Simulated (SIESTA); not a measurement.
HfN in SIESTA: the effect of basis

Crystal: HfN.

```
Hf N
1.0
     0.00000    2.25600    2.25600
     2.25600    0.00000    2.25600
     2.25600    2.25600    0.00000
Hf N
1 1
Direct
  0.00000 0.00000 0.00000
  0.50000 0.50000 0.50000
```

Alike in all runs:

```yaml
Program: SIESTA 5.4.2
Task: single point
Functional: PBE
Potentials_or_basis: PseudoDojo 0.4 standard (PBE files)
Grid_cutoff: 800 Ry
Energy_shift: 0.003 Ry
k_mesh: 10 × 10 × 10
Occupations: fermi-dirac, width 0.05 eV
Spin: no spin polarisation
```

```tsv
basis	pressure (GPa)
SZ	?
SZP	10.7
DZ	12.3
DZP	10.3
DZDP	9.6
TZP	8.5
TZDP	8.9
```

Problem. What does the run with basis SZ give?

Solution. Pressure 5.0 GPa.

Caveats: short orbitals over semicore shells can move pressures by several GPa; the basis of atomic orbitals isn't converged, which shifts pressures, moduli and gaps; the basis has no polarisation orbitals (some runs).
